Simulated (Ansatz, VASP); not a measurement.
**Two plane-wave programs on BN**

The input INCAR:

```
ALGO = Normal ; EDIFF = 1E-7
ENCUT = 520 ; GGA = PE
ISIF = 2 ; ISMEAR = 0
LASPH = True ; LCHARG = False
LREAL = False ; LWAVE = False
NBANDS = 16 ; NELM = 100
PREC = Accurate ; SIGMA = 0.05
```

The input KPOINTS:

```
k-points
0
Gamma
  12 12 6
```

Contents of POSCAR:

```
BN
1.0
    2.5545800960      0.0000000000      0.0000000000
   -1.2772900480      2.2123312591      0.0000000000
    0.0000000000      0.0000000000      4.2878822532
B N
2 2
Direct
    0.6666666667      0.3333333333      0.9998058547
    0.3333333333      0.6666666667      0.4998058547
    0.6666666667      0.3333333333      0.6251941453
    0.3333333333      0.6666666667      0.1251941453
```

Input for Ansatz:

```yaml
crystal:
  lattice:
    - [2.554580096, 0.0, 0.0]
    - [-1.277290048, 2.2123312591, 0.0]
    - [0.0, 0.0, 4.2878822532]
  atoms:
    - { symbol: B, position: [0.6666666667, 0.3333333333, 0.9998058547] }
    - { symbol: B, position: [0.3333333333, 0.6666666667, 0.4998058547] }
    - { symbol: "N", position: [0.6666666667, 0.3333333333, 0.6251941453] }
    - { symbol: "N", position: [0.3333333333, 0.6666666667, 0.1251941453] }
basis:
  ecutwfc: 420
kpoints:
  mp_grid: { grid: [12, 12, 6] }
hamiltonian:
  xc: pbe
scf:
  occupations: { method: gaussian, width: 0.05 }
output:
  forces: true
  stress: true
  eigenvalues: true
```

Change from the starting cell: strain +0.000 along x and y, +0.015 along z, atoms carried along.

Alike in both runs: task single point; functional PBE; k mesh 12 × 12 × 6; occupations gaussian, width 0.05 eV; no spin polarisation.

|  | VASP | Ansatz |
| --- | --- | --- |
| version | VASP 6.6.1 | Ansatz 0.2.0 |
| potentials or method | VASP PAW PBE potentials, release 64 (B, N) | scalar-relativistic, plane waves, PAW |
| plane-wave cutoff (eV) | 520 | 420 |
| valence electrons in the cell | 16 | 16 |

```tsv
	VASP	Ansatz	Ansatz less VASP
gap on the k mesh at the Fermi level (eV)	5.18	5.20	+0.016
least direct gap on the mesh (eV)	7.98	7.98	+0.004
pressure (GPa)	-5.1	-5.3	-0.19
largest component of the traceless stress (GPa)	9.07	8.97	-0.102
rms of the force components (eV/Å)	0.012	0.016	+0.0031
```

Atom by atom the forces differ by 0.003 eV/Å (rms over components).

A k mesh can miss the band edges.
